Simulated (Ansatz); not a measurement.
Crystal: P.

```
P
1.0
     1.72573    0.99635    3.12968
    -1.72573    0.99635    3.12968
     0.00000   -1.99270    3.12968
P
2
Direct
  0.77292 0.77292 0.77292
  0.22708 0.22708 0.22708
```

This isn't the form of P at room conditions, which is orthorhombic.

Base run:

| Quantity | Value |
| --- | --- |
| Program | Ansatz 0.2.0 |
| Functional | LDA |
| Potentials or basis | Ansatz PAW |
| Cutoff | 420 eV (not typed: the program's choice for these potentials) |
| k mesh | 9 × 9 × 9 |
| Occupations | fermi-dirac, width 0.05 eV |
| Spin | no spin polarisation |

Its results: band gap on the k mesh none (metal or under the smearing width); pressure -3.0 GPa; largest force 0.192 eV/Å.

Problem. The run is repeated on the same cell with these changes: functional from LDA to r2SCAN; cutoff from 420 eV (not typed: the program's choice for these potentials) to 500 eV (not typed: the program's choice for these potentials). What comes out?

Solution. Band gap on the k mesh none (metal or under the smearing width); pressure 0.7 GPa; largest force 0.038 eV/Å.

Caveats: the PAW data sets come from PBE, with cores solved anew for the run's functional, which leaves a small shift of forces and pressure.
